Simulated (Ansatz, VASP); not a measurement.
# One calculation of MgO, two programs

INCAR

```
PREC     = Accurate       # precision mode
ENCUT    = 520            # plane-wave cutoff, eV
EDIFF    = 1E-7           # SCF threshold, eV
ISMEAR   = 0              # smearing method
SIGMA    = 0.05           # smearing width, eV
LREAL    = False          # projectors in reciprocal space
LASPH    = True           # aspherical terms in the spheres
NELM     = 100            # most SCF steps
ALGO     = Normal         # electronic algorithm
ISIF     = 2              # what is computed and relaxed
LWAVE    = False          # write WAVECAR
LCHARG   = False          # write CHGCAR
GGA      = PE             # functional
NBANDS   = 16             # bands
```

Contents of KPOINTS:

```
regular mesh
0
Gamma
  6 6 6
```

File POSCAR:

```
MgO
1.0
    3.4863778627      0.0000000000      0.0000000000
   -1.7431889314      3.0192917963      0.0000000000
    0.0000000000      0.0000000000      4.1780412200
Mg O
2 2
Direct
    0.6666666667      0.3333333333      0.7500000000
    0.3333333333      0.6666666667      0.2500000000
    0.6666666667      0.3333333333      0.2500000000
    0.3333333333      0.6666666667      0.7500000000
```

Input for Ansatz:

```yaml
crystal:
  lattice:
    - [3.4863778627, 0.0, 0.0]
    - [-1.7431889314, 3.0192917963, 0.0]
    - [0.0, 0.0, 4.17804122]
  atoms:
    - { symbol: Mg, position: [0.6666666667, 0.3333333333, 0.75] }
    - { symbol: Mg, position: [0.3333333333, 0.6666666667, 0.25] }
    - { symbol: O, position: [0.6666666667, 0.3333333333, 0.25] }
    - { symbol: O, position: [0.3333333333, 0.6666666667, 0.75] }
basis:
  ecutwfc: 420
kpoints:
  mp_grid: { grid: [6, 6, 6] }
hamiltonian:
  xc: pbe
scf:
  occupations: { method: gaussian, width: 0.05 }
output:
  forces: true
  stress: true
  eigenvalues: true
  write_density: true
  write_potential: true
  elf: true
  volumetric_format: npy
```

Measurements of this composition are mostly on another form, of space group No. 225.

Alike in both runs: task single point; functional PBE; k mesh 6 × 6 × 6; occupations gaussian, width 0.05 eV; no spin polarisation.

|  | VASP | Ansatz |
| --- | --- | --- |
| version | VASP 6.6.1 | Ansatz 0.2.0 |
| potentials or method | VASP PAW PBE potentials, release 64 (Mg, O) | scalar-relativistic, plane waves, PAW |
| plane-wave cutoff (eV) | 520 | 420 |
| valence electrons in the cell | 16 | 32 |

Ansatz gave:

| Quantity | Value |
| --- | --- |
| gap on the k mesh at the Fermi level (eV) | 3.46 |
| least direct gap on the mesh (eV) | 3.46 |
| pressure (GPa) | 4.5 |
| largest component of the traceless stress (GPa) | 0.72 |

**Question.** Estimate VASP's values.

**Answer.** gap on the k mesh at the Fermi level (eV): 3.44; least direct gap on the mesh (eV): 3.44; pressure (GPa): 4.0; largest component of the traceless stress (GPa): 0.62.

The two sets of potentials don't hold the same shells in valence.

Expect the measured gap to be larger: semilocal functionals such as PBE lack the derivative discontinuity.
